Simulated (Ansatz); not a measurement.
# Dielectric response of KF (110) films, part 2 of 5

Aim: the electronic and static ε of rocksalt KF (110) from films of several thicknesses in a field.

Ansatz 0.2.0; plane-wave DFT, PBEsol, Ansatz PAW.

So far. Step 2 (Relaxation, 10 atoms, units 5): The gap is 4.77 eV, with the valence edge 5.63 eV and the conduction edge 0.86 eV under the upper vacuum level.

## (3) Single point on the relaxed film, 10 atoms, units 5

The film was relaxed beforehand; a single point on the relaxed positions gives its levels and potential.

input.yaml reads:

```yaml
crystal:
  lattice:
    - [3.78302128, 0.0, 0.0]
    - [0.0, 5.35, 0.0]
    - [0.0, 0.0, 25.5660425587]
  atoms:
    - { symbol: K, position: [0.5, 0.5, 0.3576330084] }
    - { symbol: F, position: [0.5, 0.0, 0.3589260086] }
    - { symbol: K, position: [0.0, 0.0, 0.4257576316] }
    - { symbol: F, position: [0.0, 0.5, 0.4249411448] }
    - { symbol: K, position: [0.5, 0.5, 0.5000000049] }
    - { symbol: F, position: [0.5, 0.0, 0.5000000028] }
    - { symbol: K, position: [0.0, 0.0, 0.5742423633] }
    - { symbol: F, position: [0.0, 0.5, 0.5750588579] }
    - { symbol: K, position: [0.5, 0.5, 0.6423669959] }
    - { symbol: F, position: [0.5, 0.0, 0.6410739819] }
kpoints:
  mp_grid: { grid: [8, 6, 1] }
hamiltonian:
  xc: pbesol
scf:
  occupations: { method: fixed }
  convergence: { dr2_threshold: 1.0e-09 }
efield:
  axis: 3
  dipole_correction: true
  ramp_position: 0.97
  ramp_width: 0.06
output:
  eigenvalues: true
  write_potential: true
  write_density: true
  volumetric_format: npy
```

On the command line:

```bash
> ansatz run input.yaml --threads 4 --pin off --max-ram 12288MiB --backend cpu --events-out ev --progress --plain --runs-dir out
```

Numbers of over 12 decimals in the logs are rounded to 6 here.

What it wrote:

```text
[...]
Crystal: 10 atoms, lattice volume = 517.435 Å³
Basis set: ecut = 420 eV, 10061 PW (Γ)
Bands: 50, of which v1, the nominal top of the filled ones, is band 40 counted from 1 (39 counted from 0)
Symmetry: 4 space group operations
k-points: 20 of 48
[...]
SCF iter   1: F=—  HF=-11594.483936 eV  |F-HF|=—  |Δ(HF+E_count)|=         —  Δρ=6.18e-3  dr2=1.30e-1  ethr=1.77e-3  p=0.000 e·Å  D=2.83e-8 V/Å  ΔV_dip=-0.00 eV  dr2_dipole=4.37e-12  V_vac-E_F(+/−)=5.40/5.40 eV  ⟨swp⟩=5.5  Hψ=3224  notcnv=0  defer=150
[...]
SCF iter   9: F=-11594.449875 eV  HF=-11594.449875 eV  |F-HF|=1.49e-10  |Δ(HF+E_count)|=   1.24e-9  Δρ=3.62e-7  dr2=3.93e-10  ethr=1.25e-12  p=0.000 e·Å  D=2.01e-8 V/Å  ΔV_dip=-0.00 eV  dr2_dipole=3.66e-15  V_vac-E_F(+/−)=5.63/5.63 eV  ⟨swp⟩=21.0  Hψ=5376  notcnv=0
SCF 1 converged in 9 iterations: F = -11594.449875 eV  dr2 = 3.93e-10
[...]
SCF converged after 9 iterations
Free energy (F): -11594.449875 eV
[...]
Internal energy: -11594.449875 eV  (E = F + TS)
E sigma→0 (E₀):  -11594.449875 eV
Fermi energy:    -2.823435 eV
Dipole field:    D = 0.000000 V/Å  (p = 0.000000 e·Å, saw-weighted, corrected)
Work function:   Φ+ = 5.6259 eV   Φ− = 5.6259 eV
[...]
--- Band table (eV; the first three rows and the last of 20) ---
  k-point 0: bands = [... 36 lower, -2.9955, -2.9529, -2.8590, -2.8234, 1.9460, 2.0585, 2.8708, 3.4496, ... 6 higher]
  k-point 1: bands = [... 36 lower, -3.0737, -2.9575, -2.8647, -2.8292, 2.1108, 2.2059, 3.0309, 3.6078, ... 6 higher]
  k-point 2: bands = [... 36 lower, -3.0813, -2.9682, -2.8762, -2.8404, 2.5403, 2.6054, 3.4792, 3.9855, ... 6 higher]
  k-point 19: bands = [... 36 lower, -3.1082, -3.0518, -2.9440, -2.9383, 4.7754, 4.7799, 5.3292, 5.3977, ... 6 higher]
```

Elapsed: 16 s, on 4 threads of Arm Neoverse V1, shared host; peak memory 1.2 GiB.

This step gave:

```
dipole along the normal       : 2.02e-7 e·Å
electron affinity, upper face : 0.8565 eV
```

Running mean over 1.892 Å of the planar mean; the ramp of the sawtooth is left out. The electron's electrostatic potential energy less the highest filled level by z:

z (Å), electron's electrostatic potential energy less the highest filled level (eV) and a bar:
```
      3.0       5.63 ##############################
      3.5       5.63 ##############################
      4.0       5.63 ##############################
      4.5       5.63 ##############################
      5.0       5.63 ##############################
      5.5       5.63 ##############################
      6.0       5.62 ##############################
      6.5       5.62 ##############################
      7.0       5.58 ##############################
      7.5       5.34 ############################
      8.0       4.09 ######################
      8.5       2.09 ###########
      9.0       1.01 #####
      9.5       0.53 ##
     10.0       0.17 
     10.5       0.47 ##
     11.0       0.81 ####
     11.5       0.89 ####
     12.0       0.89 ####
     12.5       0.83 ####
     13.0       0.83 ####
     13.5       0.88 ####
     14.0       0.89 ####
     14.5       0.82 ####
     15.0       0.54 ##
     15.5       0.16 
     16.0       0.46 ##
     16.5       0.95 ####
     17.0       1.88 #########
     17.5       3.84 ####################
     18.0       5.25 ############################
     18.5       5.57 ##############################
     19.0       5.61 ##############################
     19.5       5.62 ##############################
     20.0       5.63 ##############################
     20.5       5.63 ##############################
     21.0       5.63 ##############################
     21.5       5.63 ##############################
     22.0       5.63 ##############################
     22.5       5.63 ##############################
```

The gap is 4.77 eV, with the valence edge 5.63 eV and the conduction edge 0.86 eV under the upper vacuum level.

## (4) Atoms held, 10 atoms, units 5, field 0.1 V/Å

A sawtooth potential applies the field, turning back in the middle of the vacuum. With the dipole correction the typed value is the field outside the slab. The induced dipole is small, so the SCF threshold is tight.

input.yaml: that of step 3 with these lines changed.

```diff
@@ -22,3 +22,3 @@
   occupations: { method: fixed }
-  convergence: { dr2_threshold: 1.0e-09 }
+  convergence: { dr2_threshold: 1.0e-10 }
 efield:
@@ -28,4 +28,4 @@
   ramp_width: 0.06
+  amplitude: 0.1
 output:
-  eigenvalues: true
   write_potential: true
```

What it wrote:

```text
[...]
Crystal: 10 atoms, lattice volume = 517.435 Å³
Basis set: ecut = 420 eV, 10061 PW (Γ)
Bands: 50, of which v1, the nominal top of the filled ones, is band 40 counted from 1 (39 counted from 0)
Symmetry: 4 space group operations
k-points: 20 of 48
[...]
SCF iter   1: F=—  HF=-11601.756704 eV  |F-HF|=—  |Δ(HF+E_count)|=         —  Δρ=5.73e-2  dr2=2.11e1  ethr=3.10e-3  p=0.116 e·Å  D=4.04e-2 V/Å  ΔV_dip=-1.03 eV  dr2_dipole=2.15e-3  V_vac-E_F(+/−)=13.88/12.58 eV  ⟨swp⟩=6.7  Hψ=3651  notcnv=0  defer=147
[...]
SCF iter  12: F=-11594.452653 eV  HF=-11594.452653 eV  |F-HF|=1.58e-10  |Δ(HF+E_count)|=   1.98e-9  Δρ=1.38e-7  dr2=6.07e-11  ethr=1.00e-12  p=0.056 e·Å  D=1.94e-2 V/Å  ΔV_dip=-0.50 eV  dr2_dipole=1.11e-14  V_vac-E_F(+/−)=6.35/4.52 eV  ⟨swp⟩=23.7  Hψ=5846  notcnv=0
SCF 1 converged in 12 iterations: F = -11594.452653 eV  dr2 = 6.07e-11
[...]
SCF converged after 12 iterations
[...]
Free energy (F): -11594.452653 eV
[...]
Internal energy: -11594.452653 eV  (E = F + TS)
E sigma→0 (E₀):  -11594.452653 eV
Fermi energy:    -2.668613 eV
Dipole field:    D = 0.019429 V/Å  (p = 0.055559 e·Å, saw-weighted, corrected)
Work function:   not extracted (applied field tilts the vacuum); planar V_es + V_field profile in the machine report
[...]
--- Band table (eV; the first three rows and the last of 20) ---
  k-point 0: bands = [... 36 lower, -3.0122, -2.8350, -2.8193, -2.6686, 1.6577, 2.3024, 2.5371, 3.3869, ... 6 higher]
  k-point 1: bands = [... 36 lower, -3.0179, -2.9185, -2.8389, -2.6744, 1.8100, 2.4662, 2.6889, 3.5780, ... 6 higher]
  k-point 2: bands = [... 36 lower, -3.1050, -3.0292, -2.8487, -2.6857, 2.2242, 2.8888, 3.1166, 3.9928, ... 6 higher]
  k-point 19: bands = [... 36 lower, -3.1450, -3.1192, -2.9093, -2.7636, 4.5050, 5.0437, 5.1141, 5.1880, ... 6 higher]
```

Elapsed: 19 s, on 4 threads; peak memory 1.1 GiB.

This step gave:

- gap on the k-mesh: 4.326 eV
- dipole along the normal: 0.05556 e·Å

The dipole is 0.0556 e·Å, and the gap on the mesh 4.326 eV.

## (5) Atoms held, 10 atoms, units 5, field -0.1 V/Å

input.yaml: that of step 4 with these lines changed.

```diff
@@ -28,3 +28,3 @@
   ramp_width: 0.06
-  amplitude: 0.1
+  amplitude: -0.1
 output:
```

What it wrote:

```text
[...]
Crystal: 10 atoms, lattice volume = 517.435 Å³
Basis set: ecut = 420 eV, 10061 PW (Γ)
Bands: 50, of which v1, the nominal top of the filled ones, is band 40 counted from 1 (39 counted from 0)
Symmetry: 4 space group operations
k-points: 20 of 48
[...]
k-point 0: bands = [... 36 lower, -3.0122, -2.8350, -2.8193, -2.6686, 1.6577, 2.3024, 2.5371, 3.3869, ... 6 higher]
  k-point 1: bands = [... 36 lower, -3.0179, -2.9185, -2.8389, -2.6744, 1.8100, 2.4662, 2.6889, 3.5780, ... 6 higher]
  k-point 2: bands = [... 36 lower, -3.1050, -3.0292, -2.8487, -2.6857, 2.2242, 2.8888, 3.1166, 3.9928, ... 6 higher]
  k-point 19: bands = [... 36 lower, -3.1450, -3.1192, -2.9093, -2.7636, 4.5050, 5.0437, 5.1141, 5.1880, ... 6 higher]
[key lines of the parts left out:]
SCF converged after 12 iterations
Free energy (F): -11594.452653 eV
Fermi energy:    -2.668614 eV
Dipole field:    D = -0.019429 V/Å  (p = -0.055558 e·Å, saw-weighted, corrected)
```

Wall time 19 s (4 threads); peak memory 1.1 GiB; 75 s of CPU time.

The dipole is -0.0556 e·Å, and the gap on the mesh 4.326 eV.

## (6) Response with the atoms held, 10 atoms, units 5

This step: plane-wave DFT, PBEsol, Ansatz PAW; response to a field along the normal, atoms held (Ansatz 0.2.0).

The two fields give this film's response with the atoms held: the electronic part.

This step gave:

```
equivalent conductor thickness p/(ε₀AE) : 4.967 Å
distance between the outer atoms        : 7.280 Å
thickness                               : 9.458 Å
```

Local field over the applied field, running mean. From the potentials at -0.1 and 0.1 V/Å; running mean over 1.892 Å, taken twice. Local field over applied field against z:

z (Å), local field over applied field and a bar from the least value:
```
        5      0.999 ##############################
        6      0.990 #############################
        7      0.932 ##########################
        8      0.749 ################
        9      0.538 ####
       10      0.462 
       11      0.484 #
       12      0.503 ##
       13      0.505 ##
       14      0.499 ##
       15      0.471 #
       16      0.475 #
       17      0.619 #########
       18      0.843 #####################
       19      0.969 ############################
       20      0.996 ##############################
       21      1.000 ##############################
```

Electrons, planar mean, per unit field. The induced electron density by z:

z (Å), induced electron density (e/Å³ per V/Å) and a bar from the least value:
```
      4.5    0.00000 ###############
      5.0    0.00000 ###############
      5.5    0.00001 ###############
      6.0    0.00004 ###############
      6.5    0.00010 ###############
      7.0    0.00028 ################
      7.5    0.00077 ###################
      8.0    0.00194 #########################
      8.5    0.00295 ##############################
      9.0    0.00041 #################
      9.5   -0.00079 ##########
     10.0   -0.00028 #############
     10.5    0.00073 ##################
     11.0   -0.00024 #############
     11.5   -0.00163 ######
     12.0    0.00105 ####################
     12.5    0.00070 ##################
     13.0   -0.00040 #############
     13.5   -0.00140 #######
     14.0    0.00139 ######################
     14.5    0.00038 #################
     15.0   -0.00046 ############
     15.5   -0.00009 ##############
     16.0    0.00106 ####################
     16.5   -0.00029 #############
     17.0   -0.00280 
     17.5   -0.00215 ###
     18.0   -0.00088 ##########
     18.5   -0.00032 #############
     19.0   -0.00012 ##############
     19.5   -0.00004 ##############
     20.0   -0.00001 ###############
     20.5    0.00000 ###############
     21.0    0.00000 ###############
```

By hand: between -0.1 and 0.1 V/Å the dipole changes by 0.1111 e·Å, a slope of 0.5556 e·Å²/V. A perfect conductor of thickness t has p = ε₀AEt, so t = 180.95 × 0.5556 / 20.239 = 4.97 Å (e/ε₀ = 180.95 V·Å, A in Å²).

The induced dipole is that of a conductor 4.97 Å thick.

## (7) Relaxing in the field, 10 atoms, field 0.05 V/Å

This step: plane-wave DFT, PBEsol, Ansatz PAW (Ansatz 0.2.0).

Now the atoms may follow the field. A weak field makes forces of meV/Å to tens of meV/Å, so the force tolerance is set well below the usual one.

input.yaml: that of step 5 with these lines changed.

```diff
@@ -28,3 +28,6 @@
   ramp_width: 0.06
-  amplitude: -0.1
+  amplitude: 0.05
+relax:
+  f_tol: 0.0006
+  max_steps: 70
 output:
```

What it wrote:

```text
[...]
Crystal: 10 atoms, lattice volume = 517.435 Å³
Basis set: ecut = 420 eV, 10061 PW (Γ), exchange–correlation on 54×72×360 points (8 copies of the dense FFT grid, shifted against one another)
Bands: 50, of which v1, the nominal top of the filled ones, is band 40 counted from 1 (39 counted from 0)
Symmetry: 4 space group operations
k-points: 20 of 48
[...]
SCF iter   1: F=—  HF=-11601.753625 eV  |F-HF|=—  |Δ(HF+E_count)|=         —  Δρ=5.73e-2  dr2=2.10e1  ethr=3.10e-3  p=0.058 e·Å  D=2.02e-2 V/Å  ΔV_dip=-0.52 eV  dr2_dipole=5.38e-4  V_vac-E_F(+/−)=13.57/12.92 eV  ⟨swp⟩=6.7  Hψ=3642  notcnv=0  defer=148
[...]
SCF iter  12: F=-11594.450126 eV  HF=-11594.450126 eV  |F-HF|=2.73e-11  |Δ(HF+E_count)|=   1.87e-9  Δρ=1.34e-7  dr2=5.74e-11  ethr=1.00e-12  p=0.028 e·Å  D=9.71e-3 V/Å  ΔV_dip=-0.25 eV  dr2_dipole=8.25e-15  V_vac-E_F(+/−)=6.00/5.08 eV  ⟨swp⟩=4.0  Hψ=5005  notcnv=0
SCF 1 converged in 12 iterations: F = -11594.450126 eV  dr2 = 5.74e-11
[...]
relax step   1: F+E_penalty+E_count = -11594.45012592 eV  Δ(F+E_penalty+E_count) = +0.000e0 eV  max|allowed force component| = 3.146e-2 eV/Å  Δτ_max = 0.0000 Å  (12 SCF iters, accepted)
[...]
SCF iter   9: F=-11594.449632 eV  HF=-11594.449632 eV  |F-HF|=7.28e-11  |Δ(HF+E_count)|=  5.33e-10  Δρ=1.27e-7  dr2=3.01e-11  ethr=1.00e-12  p=0.079 e·Å  D=2.75e-2 V/Å  ΔV_dip=-0.70 eV  dr2_dipole=1.08e-13  V_vac-E_F(+/−)=5.80/5.34 eV  ⟨swp⟩=6.0  Hψ=4462  notcnv=0
SCF 2 converged in 9 iterations: F = -11594.449632 eV  dr2 = 3.01e-11
relax step   2: F+E_penalty+E_count = -11594.44963212 eV  Δ(F+E_penalty+E_count) = +4.938e-4 eV  max|allowed force component| = 4.410e-2 eV/Å  Δτ_max = 0.0227 Å  (9 SCF iters, rejected (line search))
SCF iter   1: F=—  HF=-11594.451456 eV  |F-HF|=—  |Δ(HF+E_count)|=         —  Δρ=3.53e-4  dr2=1.49e-3  ethr=2.12e-5  p=0.079 e·Å  D=2.75e-2 V/Å  ΔV_dip=-0.70 eV  dr2_dipole=4.67e-4  V_vac-E_F(+/−)=5.80/5.34 eV  ⟨swp⟩=4.6  Hψ=1819  notcnv=0  defer=160
[...]
SCF iter   9: F=-11594.450685 eV  HF=-11594.450685 eV  |F-HF|=9.09e-12  |Δ(HF+E_count)|=  1.87e-10  Δρ=8.66e-8  dr2=1.48e-11  ethr=1.00e-12  p=0.050 e·Å  D=1.74e-2 V/Å  ΔV_dip=-0.45 eV  dr2_dipole=2.91e-14  V_vac-E_F(+/−)=5.95/5.23 eV  ⟨swp⟩=6.2  Hψ=4375  notcnv=0
SCF 3 converged in 9 iterations: F = -11594.450685 eV  dr2 = 1.48e-11
relax step   3: F+E_penalty+E_count = -11594.45068474 eV  Δ(F+E_penalty+E_count) = -5.588e-4 eV  max|allowed force component| = 1.721e-3 eV/Å  Δτ_max = 0.0090 Å  (9 SCF iters, accepted)
SCF iter   1: F=—  HF=-11594.450881 eV  |F-HF|=—  |Δ(HF+E_count)|=         —  Δρ=8.19e-6  dr2=6.69e-7  ethr=1.46e-8  p=0.050 e·Å  D=1.74e-2 V/Å  ΔV_dip=-0.45 eV  dr2_dipole=1.97e-8  V_vac-E_F(+/−)=5.95/5.23 eV  ⟨swp⟩=2.0  Hψ=1751  notcnv=0  defer=158
[...]
SCF iter   5: F=-11594.450686 eV  HF=-11594.450686 eV  |F-HF|=6.91e-11  |Δ(HF+E_count)|=  4.66e-10  Δρ=1.81e-7  dr2=8.57e-11  ethr=1.00e-12  p=0.050 e·Å  D=1.75e-2 V/Å  ΔV_dip=-0.45 eV  dr2_dipole=9.92e-14  V_vac-E_F(+/−)=5.95/5.23 eV  ⟨swp⟩=4.0  Hψ=5045  notcnv=0
SCF 4 converged in 5 iterations: F = -11594.450686 eV  dr2 = 8.57e-11
relax step   4: F+E_penalty+E_count = -11594.45068597 eV  Δ(F+E_penalty+E_count) = -1.229e-6 eV  max|allowed force component| = 5.699e-4 eV/Å  Δτ_max = 0.0004 Å  (5 SCF iters, accepted)
NSCF: frozen V_eff on 20 k-points
the band table was solved once a step of the walk had ended and its energy, with any forces and stress, was formed, with the checks that follow a solve (6026 applications of the Hamiltonian). They found nothing against the state; the energy, forces and stress were not computed again (output.eigenvalues in the input reference)
[...]
SCF converged after 5 iterations
[...]
Free energy (F): -11594.450686 eV
[...]
Internal energy: -11594.450686 eV  (E = F + TS)
E sigma→0 (E₀):  -11594.450686 eV
Fermi energy:    -2.809664 eV
Dipole field:    D = 0.017459 V/Å  (p = 0.049924 e·Å, saw-weighted, corrected)
Work function:   not extracted (applied field tilts the vacuum); planar V_es + V_field profile in the machine report
[...]
--- Forces (eV/Å), atoms counted from 1 ---
  atom   1  K      0.00000000     0.00000000    -0.00013206
  atom   2  F      0.00000000     0.00000000    -0.00032399
  atom   3  K      0.00000000     0.00000000     0.00057037
  atom   4  F      0.00000000     0.00000000     0.00000093
  atom   5  K      0.00000000     0.00000000    -0.00016323
  atom   6  F      0.00000000     0.00000000    -0.00007325
  atom   7  K      0.00000000     0.00000000     0.00046863
  atom   8  F      0.00000000     0.00000000    -0.00014504
  atom   9  K      0.00000000     0.00000000    -0.00003513
  atom  10  F      0.00000000     0.00000000    -0.00016294
  max |Σ_I F_I| component: 4.28e-6 eV/Å
--- Band table (eV; the first three rows and the last of 20) ---
  k-point 0: bands = [... 36 lower, -2.9680, -2.9464, -2.8684, -2.8097, 1.9048, 2.0919, 2.8326, 3.4375, ... 6 higher]
  k-point 1: bands = [... 36 lower, -3.0670, -2.9507, -2.8742, -2.8154, 2.0642, 2.2447, 2.9914, 3.6274, ... 6 higher]
  k-point 2: bands = [... 36 lower, -3.0838, -2.9613, -2.8856, -2.8267, 2.4849, 2.6530, 3.4344, 4.0425, ... 6 higher]
  k-point 19: bands = [... 36 lower, -3.1156, -3.0396, -2.9668, -2.9111, 4.7224, 4.8325, 5.3073, 5.3778, ... 6 higher]
--- Relaxed structure (4 steps of the walk, 3 accepted, 0 SCFs on fresh bases) ---
  F+E_penalty+E_count = -11594.45068597 eV   max|allowed force component| = 5.699e-4 eV/Å
  atoms:
    - { symbol: K, position: [0.500000, 0.500000, 0.357913] }
    - { symbol: F, position: [0.500000, 0.0, 0.358705] }
    - { symbol: K, position: [0.0, 0.0, 0.425771] }
    - { symbol: F, position: [0.0, 0.500000, 0.424995] }
    - { symbol: K, position: [0.500000, 0.500000, 0.500265] }
    - { symbol: F, position: [0.500000, 0.0, 0.499735] }
    - { symbol: K, position: [0.0, 0.0, 0.574157] }
    - { symbol: F, position: [0.0, 0.500000, 0.575095] }
    - { symbol: K, position: [0.500000, 0.500000, 0.642639] }
    - { symbol: F, position: [0.500000, 0.0, 0.640723] }
```

Run time: 44 s. Hardware: 4 threads; peak memory 1 GiB.

Relaxation path:

| step | energy less that of the first step (eV) | largest force component (eV/Å) |
| --- | --- | --- |
| 1 | 0.0000 | 0.0315 |
| 2 | 0.0005 | 0.0441 |
| 3 | -0.0006 | 0.0017 |
| 4 | -0.0006 | 0.0006 |

Relaxation step 2 was tried and not accepted.

Forces are held to the 4 operations that the run works with; a distortion that breaks them can't arise in this run.

Final coordinates:

```xyz
10
Lattice="3.7830 0.0000 0.0000 0.0000 5.3500 0.0000 0.0000 0.0000 25.5660" Properties=species:S:1:pos:R:3
K     1.8915    2.6750    9.1504
F     1.8915    0.0000    9.1707
K     0.0000    0.0000   10.8853
F     0.0000    2.6750   10.8654
K     1.8915    2.6750   12.7898
F     1.8915    0.0000   12.7763
K     0.0000    0.0000   14.6789
F     0.0000    2.6750   14.7029
K     1.8915    2.6750   16.4297
F     1.8915    0.0000   16.3808
```

Numbers from this step:

| Item | Value |
| --- | --- |
| gap on the k-mesh | 4.714 eV |
| dipole along the normal | 0.04992 e·Å |

The relaxation took 4 steps and lowered the energy by 5.6e-4 eV; the largest force on the free atoms ends at 5.7e-4 eV/Å.

The dipole is 0.0499 e·Å, and the gap on the mesh 4.714 eV.

[end of part 2 of 5]

[Logs are printed without paths, hosts, clocks, repeated set-up lines and the standing remarks that a program may print on its own settings, such as how far it seeks lower states.]

[Hosts, paths, dates, database ids (printed as entryN), source tags and the programs' standing remarks are cut or masked in the printed files.]

[Maps of the electrostatic potential energy from Ansatz leave out the sawtooth potential of an applied field or a dipole correction, so their vacuum need not be flat; planar profiles and work functions include it.]
